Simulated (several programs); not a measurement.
CaO (NiAs type) from semi-empirical methods to plane-wave DFT

CaO built on the NiAs prototype, relaxed with r2SCAN in Ansatz, was computed with several methods. Space group P6_3/mmc (No. 194), hexagonal; conventional cell a = 3.320 Å, c = 5.814 Å, 13.87 Å³ an atom. Ca has 6 O at 2.41 Å; O has 6 Ca at 2.41 Å. Simulation only: spin-unpolarised, and no claim that this is the phase found in nature.

```cif
data_structure
_symmetry_space_group_name_H-M 'P6_3/mmc'
_symmetry_Int_Tables_number 194
_cell_length_a 3.3199
_cell_length_b 3.3199
_cell_length_c 5.8143
_cell_angle_alpha 90.000
_cell_angle_beta 90.000
_cell_angle_gamma 120.000
_cell_volume 55.50
loop_
_atom_site_label
_atom_site_type_symbol
_atom_site_symmetry_multiplicity
_atom_site_Wyckoff_symbol
_atom_site_fract_x
_atom_site_fract_y
_atom_site_fract_z
_atom_site_occupancy
Ca1 Ca 2 a 0.00000 0.00000 0.00000 1
O1 O 2 c 0.33333 0.66667 0.25000 1
```

Gaps and times are for a single point on this cell; volume and bulk modulus come from each method's own relaxation or energy curve at fixed shape, which is too stiff where a cell has free coordinates or axes. Times are rough, from shared hosts (Arm Neoverse V1; Arm Neoverse V2), and each method has its own mesh and cell size. A dagger marks a closed or tiny gap in a crystal that DFT finds insulating: a failure of the method or a wrong SCF state. A double dagger marks a value from a curve with shape and coordinates held. PM6 (MOPAC), PM7 (MOPAC), GFN1-xTB (tblite), GFN2-xTB (tblite) treat a cluster of cells at its zone centre, which samples few k points: where these miss a band edge, the gap comes out too large for that reason alone. Gaps from k meshes are read at a limited set of points (mesh, symmetry points, PBE's band edges), so each method's own least gap may be somewhat smaller. xTB and the PM methods were fitted mostly to molecules, and can miss a solid's gap by electronvolts. Minimal bases can be far off for gaps. Times of the plane-wave ladder aren't listed, since it ran on unlike processors and cards. GLLB-SC's gap includes the derivative discontinuity. G0W0 is at finite bands, cutoff and mesh. d marks a direct gap, i an indirect one (no mark: not told apart), a dash a value that wasn't computed or didn't pass its checks.

```csv
method,kind,gap (eV),own volume (Å³/atom),bulk modulus (GPa),atoms computed,processor time
light PBE (260 eV and a coarse mesh),light plane-wave,3.91 d,–,–,4,0.8 s
PM6 (MOPAC),semi-empirical,6.01,–,–,cluster,2.5 s
PBE,semilocal,3.85 d,14.22,101‡,4,–
GFN1-xTB (tblite),tight binding,0.00†,13.60‡,101‡,cluster,5.4 s
PBE/SZV (CP2K),small basis,0.92 d,–,–,4,7.4 s
GFN2-xTB (tblite),tight binding,0.19†,–,–,cluster,8.3 s
r2SCAN,semilocal,4.41 d,13.87,113‡,4,–
PM7 (MOPAC),semi-empirical,2.88,–,–,cluster,16 s
PBE/DZVP (CP2K),small basis,3.71 d,14.45‡,102‡,4,22 s
GLLB-SC (GPAW),model potential,7.68,–,–,4,34 s
G0W0@r2SCAN (140 eV screening cutoff),many-body,6.44,–,–,4,–
PBE/single zeta (GPAW),small basis,3.57 d,–,–,4,3.9 min
G0W0@PBE (210 eV screening cutoff),many-body,6.25,–,–,4,–
```

Against r2SCAN (4.41 eV) and with closed or daggered gaps left aside, the nearest gap at the points sampled is that of light PBE (260 eV and a coarse mesh) (-0.50 eV) and the farthest that of PBE/SZV (CP2K) (-3.49 eV). r2SCAN is only a yardstick of convenience: semilocal gaps usually lie below measured ones, which GLLB-SC and hybrids aim to mend.

Volumes against r2SCAN's: PBE +2.5 %.
